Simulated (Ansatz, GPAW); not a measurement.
# Ballistic transport through C2 in line between two Ru chains, from relaxation to T(E), part 2 of 3

How well does C2 in line between two Ru chains conduct once its atoms have relaxed, and how much do cheaper levels lose?

GPAW 26.7.0 and Ansatz 0.2.0; Ansatz plane waves; relaxation of the junction with the lead ends held; PAW set soft_1 (the session's first sound run).

So far. Step 2 (Relaxing the atoms): The relaxation lowered the energy of the cell by 1.93 eV.

**3. Plane-wave reference (PBE)**

Plane waves give the reference curve, free of the bias of atom-centred orbitals.

This step: Ansatz plane waves; Landauer transmission by layers, zero bias; PAW set soft_1 (Ansatz 0.2.0).

Contents of input.yaml:

```yaml
crystal:
  lattice:
    - [9.0, 0.0, 0.0]
    - [0.0, 9.0, 0.0]
    - [0.0, 0.0, 38.457]
  atoms:
    - { symbol: Ru, position: [0.5, 0.5, 0.0292534519] }
    - { symbol: Ru, position: [0.5, 0.5, 0.0877603557] }
    - { symbol: Ru, position: [0.5, 0.5, 0.1462672595] }
    - { symbol: Ru, position: [0.5, 0.5, 0.2047741634] }
    - { symbol: Ru, position: [0.5, 0.5, 0.2632810672] }
    - { symbol: Ru, position: [0.5, 0.5, 0.321787971] }
    - { symbol: Ru, position: [0.5742487662, 0.473452138, 0.3793044403] }
    - { symbol: Ru, position: [0.4851067889, 0.505766025, 0.4313465385] }
    - { symbol: C, position: [0.5270793468, 0.4905265342, 0.4831057528] }
    - { symbol: C, position: [0.5271416507, 0.4909495741, 0.5168457914] }
    - { symbol: Ru, position: [0.4849847209, 0.506061655, 0.5686468727] }
    - { symbol: Ru, position: [0.5742987961, 0.4739501516, 0.6206479535] }
    - { symbol: Ru, position: [0.5, 0.5, 0.678212029] }
    - { symbol: Ru, position: [0.5, 0.5, 0.7367189328] }
    - { symbol: Ru, position: [0.5, 0.5, 0.7952258366] }
    - { symbol: Ru, position: [0.5, 0.5, 0.8537327405] }
    - { symbol: Ru, position: [0.5, 0.5, 0.9122396443] }
    - { symbol: Ru, position: [0.5, 0.5, 0.9707465481] }
kpoints:
  mp_grid: { grid: [1, 1, 2] }
hamiltonian:
  xc: pbe
  pseudopotentials: { kind: paw, azcp: { folder: soft_1 } }
scf:
  occupations: { method: fermi_dirac, width: 0.1 }
output:
  transmission:
    leads: [[0, 1]]
    e_range: [-2, 2]
    de: 0.025
    kmesh: [1, 1]
    reduced_basis: true
  write_potential: true
  write_density: true
  volumetric_format: npy
```

Command:

```console
> ansatz run input.yaml --threads 4 --pin off --max-ram 8192MiB --backend cpu --events-out ev --progress --plain --runs-dir out
```

Numbers of over 12 decimals in the logs are rounded to 6 here.

Output:

```text
[...]
Crystal: 18 atoms, lattice volume = 3115.017 Å³
Basis set: ecut = 420 eV, 60781 PW (Γ)
Bands: 159, of which v1, the nominal top of the filled ones, is band 132 counted from 1 (131 counted from 0)
Symmetry: 1 space group operations
[...]
k-points: 2
[...]
SCF iter   1: F=—  HF=-94500.836955 eV  |F-HF|=—  |Δ(HF+E_count)|=         —  Δρ=2.55e-2  dr2=3.15e1  ethr=3.10e-3  ⟨swp⟩=6.0  Hψ=1141  notcnv=0
[...]
SCF iter  12: F=-94494.289279 eV  HF=-94494.289279 eV  |F-HF|=1.07e-8  |Δ(HF+E_count)|=   2.49e-9  Δρ=5.59e-7  dr2=1.68e-8  ethr=3.79e-11  ⟨swp⟩=3.5  Hψ=704  notcnv=0
SCF 1 converged in 12 iterations: F = -94494.289279 eV  dr2 = 1.68e-8
[...]
transmission: 48 of 288 steps passed
transmission: 96 of 288 steps passed
[...]
transmission: 288 of 288 steps passed
WARN: The output density's exchange-correlation potential varies sharply where the density is thin. Do not read a vacuum level from v_tot or v_xc, or from such a field of the output density. On a cell that repeats whose density bears no net charge and no dipole along the vacuum's axis use v_es (v_loc + v_h of the components); under efield.dipole_correction with no amplitude use v_es + v_field, which holds any externa [...]
SCF converged after 12 iterations
Free energy (F): -94494.289279 eV
[...]
Internal energy: -94492.569440 eV  (E = F + TS)
E sigma→0 (E₀):  -94493.429359 eV
Entropy (-TS):   -1.719838 eV (-95.547 meV/atom)
Fermi energy:    -3.017325 eV
[...]
--- Band table (eV) ---
  k-point 0: bands = [... 128 lower, -3.1373, -3.0782, -3.0389, -3.0346, -3.0187, -2.9377, -2.9341, -2.9033, ... 23 higher]
  k-point 1: bands = [... 128 lower, -3.1829, -3.0446, -3.0311, -3.0191, -2.9924, -2.9799, -2.9700, -2.8884, ... 23 higher]
--- Transmission ---
  basis      : 717 plane waves across, 48 finite elements along
  points     : 1, standing for a mesh of 1 x 1
  filling    : by the input's occupations and mesh, since the crystals that have channels conduct as metals do. If one of these is a semiconductor, that mesh has misplaced its level
  energies   : 161 from -2.000000 to 2.000000 eV about the Fermi level, 0.025000 eV apart; the leads are filled to 0.000000 eV, and channels, transmission and decay are at 0.000000 eV
  crystal 0  : Ru1, at the sites [0, 1], period 2.2500 Å, over 27.00 Å; its Hamiltonian steps by up to 2.5 meV
    offset         : up to 0.0000 Å between an atom of the period and one for which it stands
    filled         : 11.9 meV under the level at which it is neutral
    channels       : 6.000000e0 a spin
    conductance    : 5.7388e14 S/m² at 300 K; may be off by some 0.0 % by where its bands' edges are placed, 0.0 % from the distance to neutral
  junction   : crystal 0 to crystal 0, 0.70 to 36.90 Å
    transmission   : 1.773824e0 a spin
    error estimate : 5.680125e-4 a spin from the reduction of the transverse basis, at the most 2.239596e-3 at 0.125000 eV
    conductance    : 1.6804e14 S/m² at 300 K (1.6804e14 on every other energy)
    error estimate : 0.0 % from the energy spacing and 0.0 % from band edges of the leads and from resonances (wavevectors taken as independent; lower de), 0.1 % from the reduction of the transverse basis, 0.4 % from the steps of its leads' Hamiltonians or their offsets (lay more layers), 1.1 % from the distance to neutral
    resistance     : 4.2086e-3 Ω µm² beyond half of each lead's own
```

It took 4.5 min on 4 threads of Arm Neoverse N1, shared host; peak memory 4.6 GiB; 13 min of CPU time.

This step gave:

| Quantity | Value |
| --- | --- |
| free energy | -94494.2893 eV |
| lead level | 0 eV from the Fermi level |
| transmission at the Fermi level (one spin) | 1.774 |
| open channels of the lead at the Fermi level (one spin) | 6 |
| step of the potential along the lead | 2.5 meV |
| offset of the lead | 0 Å |
| filling of the lead less its bulk value, in size | 11.9 meV |
| conductance | 1.757 G₀ |

One spin. The transmission, zone mean by energy, zero at the Fermi level:

energy (eV), transmission, zone mean and a bar:
```
   -2.000       2.26 ##############################
   -1.900       2.14 ############################
   -1.800       1.81 ########################
   -1.700       1.51 ###################
   -1.600       1.31 ################
   -1.500       1.16 ##############
   -1.400       1.06 #############
   -1.300       1.06 #############
   -1.200       1.01 ############
   -1.100       0.99 ############
   -1.000       0.94 ###########
   -0.900       0.89 ##########
   -0.800       0.89 ##########
   -0.700       0.90 ###########
   -0.600       0.98 ############
   -0.500       1.15 ##############
   -0.400       1.54 ####################
   -0.300       1.91 #########################
   -0.275       1.92 #########################
   -0.200       1.90 #########################
   -0.100       1.86 ########################
    0.000       1.77 #######################
    0.100       1.54 ####################
    0.200       1.13 ##############
    0.300       1.38 #################
    0.400       1.57 ####################
    0.500       1.77 #######################
    0.600       1.86 ########################
    0.700       1.79 #######################
    0.800       1.55 ####################
    0.900       1.22 ###############
    1.000       0.93 ###########
    1.100       0.71 ########
    1.200       0.56 ######
    1.300       0.45 ####
    1.400       0.37 ###
    1.500       0.31 ##
    1.600       0.26 #
    1.700       0.23 #
    1.800       0.21 #
    1.900       0.19 
    2.000       0.17
```

One spin. Table of open channels, zone mean by energy, zero at the Fermi level:

energy (eV), open channels, zone mean and a bar from the least value:
```
   -2.000       3.00 
   -1.800       3.00 
   -1.600       3.00 
   -1.400       3.00 
   -1.200       5.00 ####################
   -1.000       6.00 ##############################
   -0.800       6.00 ##############################
   -0.600       6.00 ##############################
   -0.400       6.00 ##############################
   -0.200       6.00 ##############################
    0.000       6.00 ##############################
    0.200       6.00 ##############################
    0.400       4.00 ##########
    0.600       4.00 ##########
    0.800       4.00 ##########
    1.000       4.00 ##########
    1.200       4.00 ##########
    1.400       4.00 ##########
    1.600       4.00 ##########
    1.800       3.00 
    2.000       3.00
```

Crystal 0, spin -, k parallel (0, 0); distinct values, listed up to 1.5 1/Å. The Im kz of the slowest decaying states by energy, zero at the Fermi level:

| energy (eV) | decay 1 (Å⁻¹) | decay 2 (Å⁻¹) | decay 3 (Å⁻¹) | decay 4 (Å⁻¹) |
| --- | --- | --- | --- | --- |
| -2.0000 | 0.500 | 0.608 | 0.609 | 1.26 |
| -1.7500 | 0.418 | 0.492 | 0.493 | 1.23 |
| -1.5000 | 0.314 | 0.326 | 0.327 | 1.21 |
| -1.2500 | 0.153 | 1.18 | 1.18 | 1.25 |
| -1.0000 | 1.15 | 1.15 | 1.22 | 1.33 |
| -0.7500 | 1.12 | 1.12 | 1.20 | 1.31 |
| -0.5000 | 1.09 | 1.09 | 1.17 | 1.28 |
| -0.2500 | 1.06 | 1.06 | 1.14 | 1.25 |
| 0.0000 | 1.03 | 1.03 | 1.11 | 1.23 |
| 0.2500 | 0.128 | 0.128 | 1.00 | 1.00 |
| 0.5000 | 0.344 | 0.344 | 0.969 | 0.970 |
| 0.7500 | 0.455 | 0.455 | 0.936 | 0.936 |
| 1.0000 | 0.535 | 0.536 | 0.902 | 0.902 |
| 1.2500 | 0.598 | 0.598 | 0.866 | 0.866 |
| 1.5000 | 0.649 | 0.830 | 0.830 | 0.912 |
| 1.7500 | 0.0556 | 0.692 | 0.692 | 0.793 |
| 2.0000 | 0.187 | 0.729 | 0.729 | 0.755 |

Crystal 0, spin -, k parallel (0, 0). Table of Re kz of states that move upwards by energy, zero at the Fermi level:

| energy (eV) | channel 1 (Å⁻¹) | channel 2 (Å⁻¹) | channel 3 (Å⁻¹) | channel 4 (Å⁻¹) | channel 5 (Å⁻¹) | channel 6 (Å⁻¹) |
| --- | --- | --- | --- | --- | --- | --- |
| -2.0000 | -0.757 | -0.757 | 0.629 | - | - | - |
| -1.7500 | -0.712 | -0.711 | 0.657 | - | - | - |
| -1.5000 | -0.669 | -0.668 | 0.685 | - | - | - |
| -1.2500 | -0.626 | -0.626 | 0.198 | 0.200 | 0.713 | - |
| -1.0000 | -0.585 | -0.585 | 0.227 | 0.445 | 0.446 | 0.743 |
| -0.7500 | -0.545 | -0.545 | 0.354 | 0.612 | 0.613 | 0.773 |
| -0.5000 | -0.506 | -0.505 | 0.445 | 0.760 | 0.760 | 0.806 |
| -0.2500 | -0.467 | -0.466 | 0.518 | 0.840 | 0.908 | 0.908 |
| 0.0000 | -0.428 | -0.427 | 0.580 | 0.878 | 1.08 | 1.08 |
| 0.2500 | -0.388 | -0.388 | 0.633 | 0.919 | - | - |
| 0.5000 | -0.349 | -0.349 | 0.679 | 0.965 | - | - |
| 0.7500 | -0.309 | -0.309 | 0.720 | 1.01 | - | - |
| 1.0000 | -0.269 | -0.268 | 0.756 | 1.07 | - | - |
| 1.2500 | -0.227 | -0.226 | 0.789 | 1.14 | - | - |
| 1.5000 | -0.183 | -0.183 | 0.819 | 1.22 | - | - |
| 1.7500 | -0.137 | -0.137 | 0.848 | - | - | - |
| 2.0000 | -0.0870 | -0.0861 | 0.875 | - | - | - |

The electrostatic potential energy of an electron (with the applied field's), less the Fermi level, planar mean oscillates, so the rows of the table below give means over windows of 2.28 Å about each position, cut where the curve ends. Its first 14 maxima inside the range that stand out by 2 % of the span (Å: eV): 2.3: 4.62, 4.6: 4.60, 6.7: 4.60, 9.0: 4.62, 11.3: 4.56, 13.5: 4.47, 15.5: 4.22, 17.8: 4.91, 19.2: 4.98, 20.7: 4.91, 22.9: 4.22, 24.9: 4.47, 27.2: 4.56, 29.5: 4.62. Its first 14 minima: 1.1: 2.52, 3.4: 2.53, 5.6: 2.53, 7.8: 2.52, 10.1: 2.51, 12.4: 2.45, 14.5: 2.44, 16.5: 2.47, 18.5: 4.32, 19.9: 4.32, 21.9: 2.47, 23.9: 2.44, 26.1: 2.45, 28.3: 2.51.

The electrostatic potential energy of an electron (with the applied field's), less the Fermi level, planar mean by z; means over each step:

| z (Å) | electrostatic potential energy of an electron (with the applied field's), less the Fermi level, planar mean (eV) |
| --- | --- |
| 1.14 | 3.62 |
| 3.42 | 3.62 |
| 5.70 | 3.61 |
| 7.98 | 3.61 |
| 10.26 | 3.59 |
| 12.54 | 3.53 |
| 14.82 | 3.41 |
| 17.10 | 3.71 |
| 19.38 | 4.58 |
| 21.66 | 3.60 |
| 23.94 | 3.47 |
| 26.22 | 3.54 |
| 28.50 | 3.60 |
| 30.78 | 3.61 |
| 33.06 | 3.61 |
| 35.34 | 3.62 |
| 37.62 | 3.39 |

The valence density, planar mean oscillates, so the rows of the table below give means over windows of 2.28 Å about each position, cut where the curve ends. Its first 14 maxima inside the range that stand out by 2 % of the span (Å: e/Å³): 1.1: 0.178, 3.4: 0.178, 5.6: 0.176, 7.8: 0.178, 10.1: 0.179, 12.4: 0.179, 14.5: 0.178, 16.5: 0.177, 18.9: 0.0400, 21.9: 0.177, 23.9: 0.177, 26.1: 0.179, 28.3: 0.179, 30.6: 0.178. Its first 14 minima: 2.3: 0.0257, 4.6: 0.0259, 6.7: 0.0258, 9.0: 0.0259, 11.3: 0.0255, 13.5: 0.0264, 15.5: 0.0345, 17.7: 0.0224, 20.8: 0.0224, 22.9: 0.0346, 24.9: 0.0263, 27.2: 0.0255, 29.5: 0.0259, 31.8: 0.0258.

The valence density, planar mean by z; means over each step:

z (Å), valence density, planar mean (e/Å³) and a bar from the least value:
```
     1.14      0.087 #######################
     3.42      0.087 #######################
     5.70      0.087 #######################
     7.98      0.087 #######################
    10.26      0.087 #######################
    12.54      0.087 #######################
    14.82      0.091 #########################
    17.10      0.084 ######################
    19.38      0.038 
    21.66      0.086 #######################
    23.94      0.089 ########################
    26.22      0.087 #######################
    28.50      0.087 #######################
    30.78      0.087 #######################
    33.06      0.087 #######################
    35.34      0.087 #######################
    37.62      0.101 ##############################
```

T at the Fermi level is 1.77 of 6 open channels a spin.

[end of part 2 of 3]

[Logs are printed without paths, hosts, clocks, repeated set-up lines and the standing remarks that a program may print on its own settings, such as how far it seeks lower states.]

[Hosts, paths, dates, database ids (printed as entryN), source tags and the programs' standing remarks are cut or masked in the printed files.]
